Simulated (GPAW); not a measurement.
## Cd in GPAW: the effect of target pressure

Cd:

```
Cd
1.0
    -1.78432    1.78432    1.78432
     1.78432   -1.78432    1.78432
     1.78432    1.78432   -1.78432
Cd
1
Direct
  0.00000 0.00000 0.00000
```

This isn't the form of Cd at room conditions, which is hcp.

Alike in all runs:

```yaml
Program: GPAW 26.7.0
Task: relaxation of cell and atoms
Functional: PBE
Potentials_or_basis: GPAW PAW data sets (gpaw-data 1.2.1)
Cutoff: 600 eV
Basis: pw
k_mesh: 10 × 10 × 10
Occupations: fermi-dirac, width 0.05 eV
Spin: no spin polarisation
```

Each run relaxes the cell or the atoms first.

```csv
target pressure,target pressure,relaxed volume (Å³/atom)
0 GPa,-,23.15
2 GPa,2 GPa,21.99
5 GPa,5 GPa,20.96
10 GPa,10 GPa,19.69
20 GPa,20 GPa,18.07
30 GPa,30 GPa,?
```

Task: What does the run with target pressure 30 GPa give?

Result: Relaxed volume 16.98 Å³/atom.

Worked out: In Murnaghan's law V^(-B') rises as a straight line in P. The other rows fit best with B' = 5.3, V0 = 23.07 Å³/atom and B0 = 40 GPa, which gives 17.05 Å³/atom at 30 GPa, against the run's 16.98.

Caveats: later steps reuse the first step's grids; the volume moved by over 15 % at a fixed basis, so the end points are rough (some runs).
